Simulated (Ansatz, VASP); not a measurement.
## HgS3: VASP beside Ansatz

```
CELL_PARAMETERS angstrom
0.00000 3.82407 3.82407
3.82407 0.00000 3.82407
3.82407 3.82407 0.00000
ATOMIC_POSITIONS crystal
Hg 0.00000 0.00000 0.00000
S 0.75000 0.75000 0.75000
S 0.50000 0.50000 0.50000
S 0.25000 0.25000 0.25000
```

Alike in both runs: task relaxation of cell and atoms; functional PBE; k mesh 4 × 4 × 4; occupations gaussian, width 0.1 eV; no spin polarisation.

|  | VASP | Ansatz |
| --- | --- | --- |
| version | VASP 6.6.1 | Ansatz 0.2.0 |
| potentials or method | VASP PAW PBE potentials, release 64 (Hg, S) | scalar-relativistic, plane waves, PAW |
| plane-wave cutoff (eV) | 600 | 420 |
| valence electrons in the cell | 30 | 38 |

```csv
,VASP,Ansatz,Ansatz less VASP
"gap on the k mesh at the Fermi level, each at its own relaxed structure (eV)",none,none,-
relaxed volume (Å³/atom),18.63,18.52,-0.104
relaxed cell length with the largest relative difference (Å),4.723,4.714,-0.0088
energy change over the relaxation (meV/atom),-443,-449,-6.0
```

A gap of «none» marks a metal or a gap that the smearing closes. The two sets of potentials don't hold the same shells in valence.

Caveats: the volume moved by over 15 % at a fixed basis, so the end points are rough. Spin-orbit coupling is left out, which matters for the levels of Hg.
